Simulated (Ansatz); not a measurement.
Take BaSnO3 in the cubic perovskite structure (space group Pm-3m, No. 221; a = 4.131 Å) as the base.

Method: Ansatz (a program for electronic structure) r2SCAN, without spin-orbit coupling.

One change was made to it. Results:

The smallest direct gap increases by 0.14 eV to 2.18 eV; the electron mass goes from 0.19 mₑ (at Γ) to 0.20 mₑ (at Γ); the shortest interatomic distance shrinks by 0.008 Å (2.066 Å → 2.058 Å); the band gap goes up by 0.145 eV, from 1.56 eV to 1.71 eV.

**Question.** What was done to the base?
(A) pressure 45 GPa
(B) pressure 1.8 GPa
(C) pressure −1 GPa

**Answer.** B, pressure 1.8 GPa. For comparison, the band gap in the other runs: pressure 45 GPa gives 4.27 eV; pressure −1 GPa gives 1.48 eV.

Load acts through the strain it causes; cell and atoms are relaxed under it. Effective masses come from finite differences of ±0.01 Å⁻¹. Whether these cells are dynamically stable was not tested. No other phases were tried under pressure.
